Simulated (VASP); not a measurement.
# CdSe (P6_3mc) in VASP: a series of runs

The runs below take CdSe through single point, relaxation of cell and atoms, with PBEsol.

Program: VASP 6.6.1. These are calculated values, not measurements. Logs are shortened: lines on timing, memory, paths and dates and some standing lists are left out, and cuts for length are marked.

**Experimental background.**

A printed reference work, data compilation reports, for a bulk crystal of CdSe at 2 K: band gap 1.841 eV.

How close the calculation comes is told below.

**1. The cell of the first run**

Symmetry: P6_3mc, No. 186, hexagonal system. The conventional cell has a = 4.301 Å, b = 4.301 Å, c = 7.022 Å, α = 90.00°, β = 90.00°, γ = 120.00°. Within 3.5 Å of Cd (site symmetry 3m) lie 4 Se at 2.63 to 2.64 Å. Se (site symmetry 3m) has 4 Cd at 2.63 to 2.64 Å within 3.5 Å.

**2. Single point, PBEsol**

INCAR

```
ALGO = Normal
EDIFF = 1E-6
ENCUT = 520
GGA = PS
ISIF = 2
ISMEAR = 0
LASPH = True
LCHARG = True
LELF = True
LREAL = False
LVHAR = True
LWAVE = False
NBANDS = 26
NELM = 100
PREC = Accurate
SIGMA = 0.02
```

KPOINTS

```
k-points
0
Gamma
  12 12 6
```

POSCAR

```
CdSe
1.0
    4.3009267070      0.0000000000      0.0000000000
   -2.1504633535      3.7247117881      0.0000000000
    0.0000000000      0.0000000000      7.0223850878
Cd Se
2 2
Direct
    0.3333333333      0.6666666667      0.0046994920
    0.6666666667      0.3333333333      0.5046994920
    0.3333333333      0.6666666667      0.3803005080
    0.6666666667      0.3333333333      0.8803005080
```

Potentials or basis: VASP PAW PBE potentials, release 64 (Cd, Se).

On the command line:

```bash
cat potpaw_PBE.64/Cd/POTCAR potpaw_PBE.64/Se/POTCAR > POTCAR
mpirun -np 1 vasp_std > vasp.out
```

OUTCAR:

```text
EDIFF = 1E-6
   ENCUT = 520
   GGA = PS
   ISIF = 2
   ISMEAR = 0
   LASPH = True
   LREAL = False
   NELM = 100
   PREC = Accurate

 ion  position               nearest neighbor table
   1  0.333  0.667  0.005-   4 2.63   4 2.63   4 2.63   3 2.64
   2  0.667  0.333  0.505-   3 2.63   3 2.63   3 2.63   4 2.64
   3  0.333  0.667  0.380-   2 2.63   2 2.63   2 2.63   1 2.64
   4  0.667  0.333  0.880-   1 2.63   1 2.63   1 2.63   2 2.64

  LATTYP: Found a hexagonal cell.
 ALAT       =     4.3009267070
 C/A-ratio  =     1.6327609295

  Lattice vectors:

 A1 = (   4.3009267070,   0.0000000000,   0.0000000000)
 A2 = (  -2.1504633535,   3.7247117881,   0.0000000000)
 A3 = (   0.0000000000,   0.0000000000,   7.0223850878)

Analysis of symmetry for initial positions (statically):
=====================================================================
 Subroutine PRICEL returns:
 Original cell was already a primitive cell.

 Routine SETGRP: Setting up the symmetry group for a
 hexagonal supercell.

 Subroutine GETGRP returns: Found 12 space group operations
 (whereof  6 operations were pure point group operations)
 out of a pool of 24 trial point group operations.

The static configuration has the point symmetry C_3v.
 The point group associated with its full space group is C_6v.

Analysis of symmetry for dynamics (positions and initial velocities):
=====================================================================
 Subroutine PRICEL returns:
 Original cell was already a primitive cell.

 Routine SETGRP: Setting up the symmetry group for a
 hexagonal supercell.

 Subroutine GETGRP returns: Found 12 space group operations
 (whereof  6 operations were pure point group operations)
 out of a pool of 24 trial point group operations.

The dynamic configuration has the point symmetry C_3v.
 The point group associated with its full space group is C_6v.

 Subroutine INISYM returns: Found 12 space group operations
 (whereof  6 operations are pure point group operations),
 and found     1 'primitive' translations

----------------------------------------------------------------------------------------

                                     Primitive cell

  volume of cell :     112.4966

  direct lattice vectors                    reciprocal lattice vectors
     4.300926707  0.000000000  0.000000000     0.232508031  0.134238574  0.000000000
    -2.150463354  3.724711788  0.000000000     0.000000000  0.268477149  0.000000000
     0.000000000  0.000000000  7.022385088     0.000000000  0.000000000  0.142401761

  length of vectors
     4.300926707  4.300926707  7.022385088     0.268477149  0.268477149  0.142401761

  position of ions in fractional coordinates (direct lattice)
     0.333333333  0.666666667  0.004699492
     0.666666667  0.333333333  0.504699492
     0.333333333  0.666666667  0.380300508
     0.666666667  0.333333333  0.880300508

  ion indices of the primitive-cell ions
   primitive index   ion index
                 1           1
                 2           2
                 3           3
                 4           4

----------------------------------------------------------------------------------------

 KPOINTS: k-points

Automatic generation of k-mesh.
 Grid dimensions read from file:
 generate k-points for:   12   12    6

 Generating k-lattice:

  Cartesian coordinates                     Fractional coordinates (reciprocal lattice)
     0.019375669  0.011186548  0.000000000     0.083333333  0.000000000  0.000000000
     0.000000000  0.022373096  0.000000000     0.000000000  0.083333333  0.000000000
     0.000000000  0.000000000  0.023733627     0.000000000  0.000000000  0.166666667

  Length of vectors
     0.022373096  0.022373096  0.023733627

  Shift w.r.t. Gamma in fractional coordinates (k-lattice)
     0.000000000  0.000000000  0.000000000

 Subroutine IBZKPT returns following result:
 ===========================================

 Found     76 irreducible k-points:

 Following reciprocal coordinates:
            Coordinates               Weight
  0.000000  0.000000  0.000000      1.000000
  0.083333 -0.000000  0.000000      6.000000
  0.166667 -0.000000  0.000000      6.000000
  0.250000  0.000000  0.000000      6.000000
  0.333333 -0.000000  0.000000      6.000000
  0.416667  0.000000  0.000000      6.000000
[... 16 lines left out ...]
  0.250000  0.000000  0.166667     12.000000
  0.333333 -0.000000  0.166667     12.000000
 [... further k-points ...]
   k-points           NKPTS =     76   k-points in BZ     NKDIM =     76   number of bands    NBANDS=     26
   number of dos      NEDOS =    301   number of ions     NIONS =      4
   total plane-waves  NPLWV =  55296
   dimension x,y,z NGX =    32 NGY =   32 NGZ =   54
   dimension x,y,z NGXF=    64 NGYF=   64 NGZF=  108
   ions per type =               2   2
   NGX,Y,Z   is equivalent  to a cutoff of  12.37, 12.37, 12.78 a.u.
   NGXF,Y,Z  is equivalent  to a cutoff of  24.74, 24.74, 25.57 a.u.
 SYSTEM =  unknown system
   PREC   = accura    normal or accurate (medium, high low for compatibility)
   ISTART =      0    job   : 0-new  1-cont  2-samecut
   ICHARG =      2    charge: 1-file 2-atom 10-const
   ISPIN  =      1    spin polarized calculation?
   LNONCOLLINEAR =      F non collinear calculations
   LSORBIT =      F    spin-orbit coupling
   LASPH  =      T    aspherical Exc in radial PAW
   ENCUT  =  520.0 eV  38.22 Ry    6.18 a.u.   8.00  8.00 13.06*2*pi/ulx,y,z
   NELM   =    100;   NELMIN=  2; NELMDL= -5     # of ELM steps
   EDIFF  = 0.1E-05   stopping-criterion for ELM
   LREAL  =      F    real-space projection
   EDIFFG = 0.1E-04   stopping-criterion for IOM
   NSW    =      0    number of steps for IOM
   IBRION =     -1    ionic relax: 0-MD 1-quasi-New 2-CG
   NFREE  =      0    steps in history (QN), initial steepest desc. (CG)
   ISIF   =      2    stress and relaxation
   ISYM   =      2    0-nonsym 1-usesym 2-fastsym
   POTIM  = 0.5000    time-step for ionic-motion
   TEBEG  =    0.0;   TEEND  =   0.0 temperature during run
   PSTRESS=    0.0 pullay stress
   NELECT =      36.0000    total number of electrons
   NUPDOWN=      -1.0000    fix difference up-down
   EMIN   =  10.00;   EMAX   =-10.00  energy-range for DOS
   EFERMI =   0.00;   METHOD = LEGACY
   ISMEAR =     0;   SIGMA  =   0.02  broadening in eV -4-tet -1-fermi 0-gaus
   EFERMI_NEDOS =   21; number of points for ismear=-14 and -15
   IALGO  =     38    algorithm
   IMIX   =      4    mixing-type and parameters
     AMIX     =   0.40;   BMIX     =  1.00
     AMIX_MAG =   1.60;   BMIX_MAG =  1.00
  volume/ion in A,a.u.               =      28.12       189.79
  Fermi-wavevector in a.u.,A,eV,Ry     =   1.119771  2.116060 17.060169  1.253887
  Thomas-Fermi vector in A             =   2.256413
   LORBIT       =      0    0 simple, 1 ext, 2 COOP (PROOUT), +10 PAW based schemes
   GGA     = PS    functional components
   LHFCALC =     F    Hartree Fock is set to
   AEXX    =    0.0000 exact exchange contribution
   IVDW    =     0    specifies the selected vdW correction
   LEPSILON=     F    determine dielectric tensor
   LRPA    =     F    only Hartree local field effects (RPA)
 non-spin polarized calculation
 Gauss-broadening in eV      SIGMA  =   0.02
  energy-cutoff  :      520.00
  volume of cell :      112.50
 maximum number of plane-waves:      3054
 NGX is ok and might be reduce to    32
   NGX = 15   NGY = 15   NGZ = 27

 number of electron      35.9999992 magnetization

 Free energy of the ion-electron system (eV)
  ---------------------------------------------------
  ext. energy  EPLUGINS =         0.00000000
  ---------------------------------------------------
  free energy    TOTEN  =       -12.35221897 eV

  energy without entropy =      -12.35221897  energy(sigma->0) =      -12.35221897

 E-fermi :   0.9149     XC(G=0):  -9.0924

 val. band max:        0.8186347058   @ k =   0.0000   0.0000   0.0000
 cond. band min:       1.3587553110   @ k =   0.0000   0.0000   0.0000
 fundamental gap:      0.5401206052
 Fermi energy:         0.9149299507

 k-point     1 :       0.0000    0.0000    0.0000
  band No.  band energies     occupation
      1     -11.8147      2.00000
      2     -11.4294      2.00000
      3      -7.0899      2.00000
      4      -7.0826      2.00000
      5      -7.0826      2.00000
      6      -7.0140      2.00000
[... 18 lines left out ...]
     25       7.7700      0.00000
     26       8.3988      0.00000

 k-point     2 :       0.0833   -0.0000    0.0000
  band No.  band energies     occupation
      1     -11.7925      2.00000
      2     -11.4191      2.00000
      3      -7.0837      2.00000
      4      -7.0745      2.00000
      5      -7.0661      2.00000
      6      -7.0046      2.00000
[... 18 lines left out ...]
     25       7.9377      0.00000
     26       8.2636      0.00000

 k-point     3 :       0.1667   -0.0000    0.0000
  band No.  band energies     occupation
      1     -11.7304      2.00000
      2     -11.3917      2.00000
      3      -7.0638      2.00000
      4      -7.0535      2.00000
      5      -7.0198      2.00000
      6      -6.9751      2.00000
[... 18 lines left out ...]
     25       7.9565      0.00000
     26       8.3996      0.00000

 k-point     4 :       0.2500    0.0000    0.0000
  band No.  band energies     occupation
      1     -11.6419      2.00000
      2     -11.3571      2.00000
      3      -7.0393      2.00000
      4      -7.0282      2.00000
      5      -6.9547      2.00000
      6      -6.9311      2.00000
[... 18 lines left out ...]
     25       8.1702      0.00000
     26       8.6799      0.00000
[... 496 lines left out ...]
      1     -11.7073      2.00000
      2     -11.4136      2.00000
      3      -7.0561      2.00000
      4      -7.0489      2.00000
      5      -7.0112      2.00000
      6      -6.9788      2.00000
[... 18 lines left out ...]
     25       8.1162      0.00000
     26       8.2490      0.00000

 k-point    23 :       0.2500    0.0000    0.1667
  band No.  band energies     occupation
      1     -11.6219      2.00000
      2     -11.3749      2.00000
      3      -7.0342      2.00000
      4      -7.0221      2.00000
      5      -6.9586      2.00000
      6      -6.9379      2.00000
[... 18 lines left out ...]
     25       8.2227      0.00000
     26       8.8977      0.00000

 k-point    24 :       0.3333   -0.0000    0.1667
  band No.  band energies     occupation
      1     -11.5306      2.00000
      2     -11.3411      2.00000
      3      -7.0168      2.00000
      4      -6.9998      2.00000
      5      -6.9165      2.00000
      6      -6.8979      2.00000
[... 18 lines left out ...]
     25       8.3763      0.00000
     26       9.1540      0.00000

 [... further k-points ...]
[... 5 lines left out ...]
  --------------------------------------------------------------------------------------
  -------------------------------------------------------------------------------------
  Total        0.2483331      0.2483331      0.2443866      0.0000000      0.0000000      0.0000000
  in kB        3.5367619      3.5367619      3.4805555      0.0000000      0.0000000      0.0000000
  external PRESSURE =       3.5180264 kB  Pullay stress =       0.0000000 kB

 VOLUME and BASIS-vectors are now :
 -----------------------------------------------------------------------------
  energy-cutoff  :      520.00
  volume of cell :      112.50
      direct lattice vectors                 reciprocal lattice vectors
     4.300926707  0.000000000  0.000000000     0.232508031  0.134238574  0.000000000
    -2.150463354  3.724711788  0.000000000     0.000000000  0.268477149  0.000000000
     0.000000000  0.000000000  7.022385088     0.000000000  0.000000000  0.142401761

 POSITION                                       TOTAL-FORCE (eV/Angst)
 -----------------------------------------------------------------------------------
     -0.00000      2.48314      0.03300        -0.000000      0.000000      0.000525
      2.15046      1.24157      3.54419         0.000000      0.000000      0.000525
     -0.00000      2.48314      2.67062        -0.000000     -0.000000     -0.000525
      2.15046      1.24157      6.18181         0.000000      0.000000     -0.000525
 -----------------------------------------------------------------------------------
    total drift:                               -0.000000     -0.000000      0.000180

  FREE ENERGIE OF THE ION-ELECTRON SYSTEM (eV)
  ---------------------------------------------------
  free  energy   TOTEN  =       -12.3522189677 eV

  energy  without entropy=      -12.3522189677  energy(sigma->0) =      -12.35221897
```

It took 2.3 min on 1 thread of AMD EPYC 7R43 (Zen 3), shared host; peak memory 0.31 GiB.

What came out:

```
Free energy            : -12.3522 eV
Pressure               : 0.4 GPa
Band gap on the k mesh : 0.54 eV, direct
```

Caveat: the PAW data sets were made with another functional, which shifts forces and pressure a little.

(Continued in part 2 of 2.)
